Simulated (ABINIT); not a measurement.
# BAs (F-43m): G0W0 in ABINIT against the plane-wave cutoff, part 2 of 2

Aim: move the plane-wave cutoff of a G0W0 run on BAs (F-43m) over a wide range.

ABINIT 10.8.3; PBE and many-body steps on it, plane waves. Known limits of the many-body steps: not at the basis limit; exchange with frozen shells missing; no spin-orbit coupling.

So far. Step 5 (Empty states on the mesh, 6×6×6 mesh, 76 bands): On this mesh the gap is 1.294 eV. Step 6 (Screening, 6×6×6 mesh, 70 bands, screening to 195.9 eV): Local fields lower ε∞ by 9 %.

## (8) Screening, 6×6×6 mesh, 70 bands, screening to 195.9 eV

This step: RPA screening on PBE, plane waves, norm-conserving pseudopotentials.

Contents of run.abi:

```
acell 3*1.0 Angstrom
rprim 
  -0.000000000000 2.388500000000 2.388500000000
  2.388500000000 -0.000000000000 2.388500000000
  2.388500000000 2.388500000000 -0.000000000000
ntypat 2
znucl 5 33
natom 2
typat 1 2
xred 
  0.000000000000 0.000000000000 0.000000000000
  0.250000000000 0.250000000000 0.250000000000
pp_dirpath "pseudos"
pseudos "B.upf, As.upf"
ecut 30
ngkpt 6 6 6
nshiftk 1
shiftk 0 0 0
kptopt 1
chksymbreak 0
istwfk *1
occopt 1
irdwfk 1
optdriver 3
nband 70
ecuteps 7.2
inclvkb 2
awtr 1
symchi 1
indata_prefix "in"
outdata_prefix "out"
tmpdata_prefix "tmp"
```

Command:

```bash
$ OMP_NUM_THREADS=1 mpirun -n 4 abinit run.abi > log
```

Numbers of over 12 decimals in the logs are rounded to 6 here.

The program printed:

```text
.Version 10.8.3 of ABINIT. v10.8.2 released Aug 2026.

 Symmetries : space group F-4 3 m (#216); Bravais cF (face-center cubic)
[... echo of the input left out ...]
== DATASET  1 ==================================================================
-   mpi_nproc: 4, omp_nthreads: 1 (-1 if OMP is not activated)

--- !DatasetInfo
iteration_state: {dtset: 1, }
dimensions: {natom: 2, nkpt: 16, mband: 70, nsppol: 1, nspinor: 1, nspden: 1, mpw: 1459, }
cutoff_energies: {ecut:  30.0, pawecutdg:  -1.0, }
electrons: {nelect:   1.80000000E+01, charge:   0.00000000E+00, occopt:   1.00000000E+00, tsmear:   1.00000000E-02, }

 SCREENING: Calculation of the susceptibility and dielectric matrices

 Based on a program developped by R.W. Godby, V. Olevano, G. Onida, and L. Reining.
 Incorporated in ABINIT by V. Olevano, G.-M. Rignanese, and M. Torrent.
.Using double precision arithmetic ; gwpc =  8

[... cell and pseudopotentials left out ...]
--------------------------------------------------------------------------------

 ==== K-mesh for the wavefunctions ====
 Number of points in the irreducible wedge :    16
[... list of points left out ...]
 Together with 24 symmetry operations and time-reversal symmetry
 yields   216 points in the full Brillouin Zone.

 ==== Q-mesh for the screening function ====
 Number of points in the irreducible wedge :    16
[... list of points left out ...]
 Together with 24 symmetry operations and time-reversal symmetry
 yields   216 points in the full Brillouin Zone.

 setmesh: FFT mesh size selected  =    24x   24x   24
          total number of points  =        13824

 vcoul_init : cutoff-mode = AUXILIARY_FUNCTION
 q-points for optical limit:   1
     1)      0.000010    0.000020    0.000030

- screening: taking advantage of time-reversal symmetry
- Maximum band index for partially occupied states nbvw = 9
- Remaining bands to be divided among processors   nbcw = 61
- Number of bands treated by each node ~15

 Number of electrons calculated from density =   18.0000; Expected =   18.0000
 average of density, n =  0.097875
 r_s =    1.3461
 omega_plasma =   30.1780 [eV]

 calculating chi0 at frequencies [eV] :
  1    0.000000E+00    0.000000E+00
  2    0.000000E+00    3.017802E+01

--------------------------------------------------------------------------------
  q-point number  1        q = ( 0.000000, 0.000000, 0.000000) [r.l.u.]
--------------------------------------------------------------------------------
[... chi0 elements left out ...]
 For q-point:  0.000010 0.000020 0.000030
  dielectric constant =  10.4136
  dielectric constant without local fields =  11.4154

  Average fulfillment of the sum rule on Im[epsilon] for q-point    1 :     60.00  [%]
[... wings left out ...]
  q-point number  2        q = ( 0.166667, 0.000000, 0.000000) [r.l.u.]
--------------------------------------------------------------------------------
[... chi0 elements left out ...]
  Average fulfillment of the sum rule on Im[epsilon] for q-point    2 :     77.92  [%]

 [... 14 further q-points ...]
```

Elapsed: 63 s, on 4 MPI ranks of Arm Neoverse V1, shared host; peak memory 0.67 GiB.

Numbers from this step:

```yaml
eps_infinity_with_local_fields_on_this_mesh_along_the_program_s_q_direction: 10.41
the_same_without_local_fields: 11.42
plasma_frequency: 30.18 eV
plane_waves_in_the_screening_matrix: 169
```

## (9) 30 Ha

The self-energy is evaluated for the states that the input lists, and the levels follow from it, in one-shot runs by the linearised quasiparticle equation.

This step: G0W0 on PBE, plane waves, norm-conserving pseudopotentials.

run.abi: that of step 8 with these lines changed.

```diff
@@ -23,8 +23,17 @@
 irdwfk 1
-optdriver 3
+optdriver 4
 nband 70
+gwcalctyp 0
+ecutsigx 30
+symsigma 1
+nkptgw 2
+kptgw 
+  0.0000000000 0.0000000000 0.0000000000
+  0.3333333333 0.3333333333 0.0000000000
+bdgw 
+  7 12
+  8 11
 ecuteps 7.2
-inclvkb 2
-awtr 1
-symchi 1
+irdscr 1
+ppmodel 1
 indata_prefix "in"
```

The program printed:

```text
.Version 10.8.3 of ABINIT. v10.8.2 released Aug 2026.

 Symmetries : space group F-4 3 m (#216); Bravais cF (face-center cubic)
[... echo of the input left out ...]
== DATASET  1 ==================================================================
-   mpi_nproc: 4, omp_nthreads: 1 (-1 if OMP is not activated)

--- !DatasetInfo
iteration_state: {dtset: 1, }
dimensions: {natom: 2, nkpt: 16, mband: 70, nsppol: 1, nspinor: 1, nspden: 1, mpw: 1459, }
cutoff_energies: {ecut:  30.0, pawecutdg:  -1.0, }
electrons: {nelect:   1.80000000E+01, charge:   0.00000000E+00, occopt:   1.00000000E+00, tsmear:   1.00000000E-02, }

 SIGMA: Calculation of the GW corrections

 Based on a program developped by R.W. Godby, V. Olevano, G. Onida, and L. Reining.
 Incorporated in ABINIT by V. Olevano, G.-M. Rignanese, and M. Torrent.
.Using double precision arithmetic ; gwpc =  8

[... cell and pseudopotentials left out ...]
--------------------------------------------------------------------------------

 ==== K-mesh for the wavefunctions ====
 Number of points in the irreducible wedge :    16
[... list of points left out ...]
 Together with 24 symmetry operations and time-reversal symmetry
 yields   216 points in the full Brillouin Zone.

 ==== Q-mesh for screening function ====
 Number of points in the irreducible wedge :    16
[... list of points left out ...]
 Together with 24 symmetry operations and time-reversal symmetry
 yields   216 points in the full Brillouin Zone.

 vcoul_init : cutoff-mode = AUXILIARY_FUNCTION
 q-points for optical limit:   1
     1)      0.000010    0.000020    0.000030
 setmesh: FFT mesh size selected  =    32x   32x   32
          total number of points  =        32768

 Number of electrons calculated from density =   18.0000; Expected =   18.0000
[...]
number of omega for Sigma on real axis              0
 max omega for Sigma on real axis  [eV]           0.00
 zcut for avoiding poles [eV]                     0.10

 EPSILON^-1 parameters (SCR file):
 dimension of the eps^-1 matrix on file            169
 dimension of the eps^-1 matrix used               169
 number of plane-waves for wavefunctions          1459
 number of bands                                    70
 number of q-points in IBZ                          16
 number of frequencies                               2
 number of real frequencies                          1
 number of imag frequencies                          1

 matrix elements of self-energy operator (all in [eV])

 Perturbative Calculation

--- !SelfEnergy_ee
iteration_state: {dtset: 1, }
kpoint     : [   0.000,    0.000,    0.000, ]
spin       : 1
KS_gap     :    3.295
QP_gap     :    4.100
Delta_QP_KS:    0.805
data: !SigmaeeData |
     Band     E0 <VxcDFT>   SigX SigC(E0)      Z dSigC/dE  Sig(E)    E-E0       E
        7   6.576 -13.708 -15.556   0.977   0.806  -0.241 -14.410  -0.702   5.874
        8   6.576 -13.708 -15.556   0.977   0.806  -0.241 -14.410  -0.702   5.874
        9   6.576 -13.708 -15.556   0.977   0.806  -0.241 -14.410  -0.702   5.874
[...]
--- !SelfEnergy_ee
iteration_state: {dtset: 1, }
kpoint     : [   0.333,    0.333,    0.000, ]
spin       : 1
KS_gap     :    4.768
QP_gap     :    5.880
Delta_QP_KS:    1.112
data: !SigmaeeData |
     Band     E0 <VxcDFT>   SigX SigC(E0)      Z dSigC/dE  Sig(E)    E-E0       E
[...]
10   7.887 -11.344  -7.274  -3.885   0.815  -0.227 -11.193   0.150   8.038
       11   9.755 -10.880  -6.128  -4.502   0.815  -0.228 -10.677   0.203   9.958

== END DATASET(S) ==============================================================
================================================================================

 -outvars: echo values of variables after computation  --------
           etotal      0.0000000000E+00
            nband          70
             nkpt          16
          spgroup         216
 [... the other variables as echoed above ...]

 Calculation completed.
```

It took 10 s on 4 MPI ranks; peak memory 0.67 GiB; 41 s of CPU time.

This step gave:

| Quantity | Value |
| --- | --- |
| G0W0 gap on the points computed | 2.164 eV |
| starting gap on the mesh | 1.312 eV |
| k of the valence top | 0, 0, 0 |
| k of the conduction bottom | 0.3333, 0.3333, 0 |
| Z at the valence top | 0.806 |
| Z at the conduction bottom | 0.815 |
| least direct G0W0 gap on the computed points | 4.100 eV |

The gap on the mesh goes from 1.31 eV to 2.16 eV, a correction of +0.85 eV.

## (10) Screening, 6×6×6 mesh, 70 bands, screening to 195.9 eV

This step: RPA screening on PBE, plane waves, norm-conserving pseudopotentials.

run.abi: that of step 9 with these lines changed.

```diff
@@ -14,3 +14,3 @@
 pseudos "B.upf, As.upf"
-ecut 30
+ecut 38
 ngkpt 6 6 6
@@ -23,17 +23,8 @@
 irdwfk 1
-optdriver 4
+optdriver 3
 nband 70
-gwcalctyp 0
-ecutsigx 30
-symsigma 1
-nkptgw 2
-kptgw 
-  0.0000000000 0.0000000000 0.0000000000
-  0.3333333333 0.3333333333 0.0000000000
-bdgw 
-  7 12
-  8 11
 ecuteps 7.2
-irdscr 1
-ppmodel 1
+inclvkb 2
+awtr 1
+symchi 1
 indata_prefix "in"
```

The program printed:

```text
.Version 10.8.3 of ABINIT. v10.8.2 released Aug 2026.

 Symmetries : space group F-4 3 m (#216); Bravais cF (face-center cubic)
[... echo of the input left out ...]
== DATASET  1 ==================================================================
-   mpi_nproc: 4, omp_nthreads: 1 (-1 if OMP is not activated)

--- !DatasetInfo
iteration_state: {dtset: 1, }
dimensions: {natom: 2, nkpt: 16, mband: 70, nsppol: 1, nspinor: 1, nspden: 1, mpw: 2085, }
cutoff_energies: {ecut:  38.0, pawecutdg:  -1.0, }
[...]
--------------------------------------------------------------------------------
[... chi0 elements left out ...]
 For q-point:  0.000010 0.000020 0.000030
  dielectric constant =  10.4619
  dielectric constant without local fields =  11.4668

  Average fulfillment of the sum rule on Im[epsilon] for q-point    1 :     59.75  [%]
[... wings left out ...]
  q-point number  2        q = ( 0.166667, 0.000000, 0.000000) [r.l.u.]
--------------------------------------------------------------------------------
[... chi0 elements left out ...]
  Average fulfillment of the sum rule on Im[epsilon] for q-point    2 :     77.44  [%]

 [... 14 further q-points ...]
```

Wall time 52 s (4 MPI ranks); peak memory 0.74 GiB.

Numbers from this step:

* ε∞ with local fields, on this mesh, along the program's q direction: 10.46
* the same without local fields: 11.47
* plasma frequency: 30.18 eV
* plane waves in the screening matrix: 169

## (11) 38 Ha

This step: G0W0 on PBE, plane waves, norm-conserving pseudopotentials.

run.abi: that of step 10 with these lines changed.

```diff
@@ -23,8 +23,17 @@
 irdwfk 1
-optdriver 3
+optdriver 4
 nband 70
+gwcalctyp 0
+ecutsigx 38
+symsigma 1
+nkptgw 2
+kptgw 
+  0.0000000000 0.0000000000 0.0000000000
+  0.3333333333 0.3333333333 0.0000000000
+bdgw 
+  7 12
+  8 11
 ecuteps 7.2
-inclvkb 2
-awtr 1
-symchi 1
+irdscr 1
+ppmodel 1
 indata_prefix "in"
```

The program printed:

```text
.Version 10.8.3 of ABINIT. v10.8.2 released Aug 2026.

 Symmetries : space group F-4 3 m (#216); Bravais cF (face-center cubic)
[... echo of the input left out ...]
== DATASET  1 ==================================================================
-   mpi_nproc: 4, omp_nthreads: 1 (-1 if OMP is not activated)

--- !DatasetInfo
iteration_state: {dtset: 1, }
dimensions: {natom: 2, nkpt: 16, mband: 70, nsppol: 1, nspinor: 1, nspden: 1, mpw: 2085, }
cutoff_energies: {ecut:  38.0, pawecutdg:  -1.0, }
[...]
Band     E0 <VxcDFT>   SigX SigC(E0)      Z dSigC/dE  Sig(E)    E-E0       E
[...]
10   7.859 -11.353  -7.290  -3.883   0.815  -0.227 -11.206   0.147   8.005
       11   9.721 -10.888  -6.139  -4.500   0.814  -0.228 -10.685   0.203   9.924

== END DATASET(S) ==============================================================
================================================================================

 -outvars: echo values of variables after computation  --------
           etotal      0.0000000000E+00
            nband          70
             nkpt          16
          spgroup         216
 [... the other variables as echoed above ...]

 Calculation completed.
```

Run time: 10 s. Hardware: 4 MPI ranks; peak memory 0.73 GiB.

Numbers from this step:

```yaml
g0w0_gap_on_the_points_computed: 2.139 eV
starting_gap_on_the_mesh: 1.294 eV
k_of_the_valence_top: 0, 0, 0
k_of_the_conduction_bottom: 0.3333, 0.3333, 0
least_direct_g0w0_gap_on_the_computed_points: 4.085 eV
```

Against the run before, the gap moves by −0.025 eV.

## (12) Screening, 6×6×6 mesh, 70 bands, screening to 195.9 eV

This step: RPA screening on PBE, plane waves, norm-conserving pseudopotentials.

run.abi: that of step 11 with these lines changed.

```diff
@@ -14,3 +14,3 @@
 pseudos "B.upf, As.upf"
-ecut 38
+ecut 48
 ngkpt 6 6 6
@@ -23,17 +23,8 @@
 irdwfk 1
-optdriver 4
+optdriver 3
 nband 70
-gwcalctyp 0
-ecutsigx 38
-symsigma 1
-nkptgw 2
-kptgw 
-  0.0000000000 0.0000000000 0.0000000000
-  0.3333333333 0.3333333333 0.0000000000
-bdgw 
-  7 12
-  8 11
 ecuteps 7.2
-irdscr 1
-ppmodel 1
+inclvkb 2
+awtr 1
+symchi 1
 indata_prefix "in"
```

The program printed:

```text
.Version 10.8.3 of ABINIT. v10.8.2 released Aug 2026.

 Symmetries : space group F-4 3 m (#216); Bravais cF (face-center cubic)
[... echo of the input left out ...]
== DATASET  1 ==================================================================
-   mpi_nproc: 4, omp_nthreads: 1 (-1 if OMP is not activated)

--- !DatasetInfo
iteration_state: {dtset: 1, }
dimensions: {natom: 2, nkpt: 16, mband: 70, nsppol: 1, nspinor: 1, nspden: 1, mpw: 2954, }
cutoff_energies: {ecut:  48.0, pawecutdg:  -1.0, }
[...]
--------------------------------------------------------------------------------
[... chi0 elements left out ...]
 For q-point:  0.000010 0.000020 0.000030
  dielectric constant =  10.4628
  dielectric constant without local fields =  11.4679

  Average fulfillment of the sum rule on Im[epsilon] for q-point    1 :     59.75  [%]
[... wings left out ...]
  q-point number  2        q = ( 0.166667, 0.000000, 0.000000) [r.l.u.]
--------------------------------------------------------------------------------
[... chi0 elements left out ...]
  Average fulfillment of the sum rule on Im[epsilon] for q-point    2 :     77.43  [%]

 [... 14 further q-points ...]
```

It took 77 s on 4 MPI ranks; peak memory 0.9 GiB.

This step gave:

```yaml
eps_infinity_with_local_fields_on_this_mesh_along_the_program_s_q_direction: 10.46
the_same_without_local_fields: 11.47
plasma_frequency: 30.18 eV
plane_waves_in_the_screening_matrix: 169
```

## (13) 48 Ha

This step: G0W0 on PBE, plane waves, norm-conserving pseudopotentials.

run.abi: that of step 12 with these lines changed.

```diff
@@ -23,8 +23,17 @@
 irdwfk 1
-optdriver 3
+optdriver 4
 nband 70
+gwcalctyp 0
+ecutsigx 48
+symsigma 1
+nkptgw 2
+kptgw 
+  0.0000000000 0.0000000000 0.0000000000
+  0.3333333333 0.3333333333 0.0000000000
+bdgw 
+  7 12
+  8 11
 ecuteps 7.2
-inclvkb 2
-awtr 1
-symchi 1
+irdscr 1
+ppmodel 1
 indata_prefix "in"
```

The program printed:

```text
.Version 10.8.3 of ABINIT. v10.8.2 released Aug 2026.

 Symmetries : space group F-4 3 m (#216); Bravais cF (face-center cubic)
[... echo of the input left out ...]
== DATASET  1 ==================================================================
-   mpi_nproc: 4, omp_nthreads: 1 (-1 if OMP is not activated)

--- !DatasetInfo
iteration_state: {dtset: 1, }
dimensions: {natom: 2, nkpt: 16, mband: 70, nsppol: 1, nspinor: 1, nspden: 1, mpw: 2954, }
cutoff_energies: {ecut:  48.0, pawecutdg:  -1.0, }
[...]
Band     E0 <VxcDFT>   SigX SigC(E0)      Z dSigC/dE  Sig(E)    E-E0       E
[...]
10   7.858 -11.353  -7.295  -3.883   0.815  -0.227 -11.210   0.143   8.001
       11   9.720 -10.888  -6.144  -4.500   0.814  -0.228 -10.690   0.199   9.919

== END DATASET(S) ==============================================================
================================================================================

 -outvars: echo values of variables after computation  --------
           etotal      0.0000000000E+00
            nband          70
             nkpt          16
          spgroup         216
 [... the other variables as echoed above ...]

 Calculation completed.
```

It took 11 s on 4 MPI ranks; peak memory 0.85 GiB.

This step gave:

```
G0W0 gap on the points computed              : 2.137 eV
starting gap on the mesh                     : 1.294 eV
k of the valence top                         : 0, 0, 0
k of the conduction bottom                   : 0.3333, 0.3333, 0
least direct G0W0 gap on the computed points : 4.084 eV
```

Against the run before, the gap moves by −0.002 eV.

## (14) The runs together

Times are wall times on 4 MPI ranks of Arm Neoverse V1, shared host, good to a factor of about two. A run's time includes the screening step that it read.

| run | mesh | bands | screening cutoff (eV) | DFT gap (eV) | gap on the mesh (eV) | direct (eV) | ε∞ used | time |
| --- | --- | --- | --- | --- | --- | --- | --- | --- |
| 23 Ha | 6×6×6 | 70 | 195.9 | 1.401 | 2.323 | 4.238 | 10.20 | 73 s |
| 30 Ha | 6×6×6 | 70 | 195.9 | 1.312 | 2.164 | 4.100 | 10.41 | 73 s |
| 38 Ha | 6×6×6 | 70 | 195.9 | 1.294 | 2.139 | 4.085 | 10.46 | 63 s |
| 48 Ha | 6×6×6 | 70 | 195.9 | 1.294 | 2.137 | 4.084 | 10.46 | 89 s |

## (15) Results

| Quantity | Value |
| --- | --- |
| 23 Ha | 2.323 eV |
| 30 Ha | 2.164 eV |
| 38 Ha | 2.139 eV |
| 48 Ha | 2.137 eV |
| known limits | not at the basis limit; exchange with frozen shells missing; no spin-orbit coupling |

In words: The setting moved: plane-wave cutoff. From 23 Ha to 48 Ha the gap moves by −0.19 eV. It holds to 0.03 eV from 30 Ha on. Bands and screening cutoff are coupled, so a series along one setting does not show full convergence. Bands and cutoff are finite, so the gap is not at the basis limit. The miss can reach some tenths of an eV and take either sign; the mesh is an error of its own. In the G0W0 runs levels were corrected at 2 k points alone, so a gap called «on the mesh» is the least over those, and an edge elsewhere would be missed. The norm-conserving file of at least one element keeps a d shell over frozen s and p shells of the same row. Exchange with those shells is missing from the self-energy, an error of 0.3 to 0.9 eV in cases checked, whose sign depends on which edge lies on those atoms. The many-body steps are scalar-relativistic: spin-orbit coupling is not in them.

[Paths, hosts, dates, memory and timing lines, banners, echoed tables and standing remarks are left out of the program output.]

[Logs are printed without paths, hosts, clocks, repeated set-up lines and the standing remarks that a program may print on its own settings, such as how far it seeks lower states.]

[Runs of the session that timed out or met a known fault of the program may be left out.]

[Hosts, paths, dates, database ids (printed as entryN), source tags and the programs' standing remarks are cut or masked in the printed files.]

[G0W0 gaps are taken among the corrected bands and points alone; a level outside them can change the order at an edge.]

[Where Ansatz stands beside ABINIT at settings called matched, ABINIT's density can come from a denser mesh and the files from another edition; pairs whose starting gaps differed by over 0.03 eV were left out, so agreement reads better than it is.]
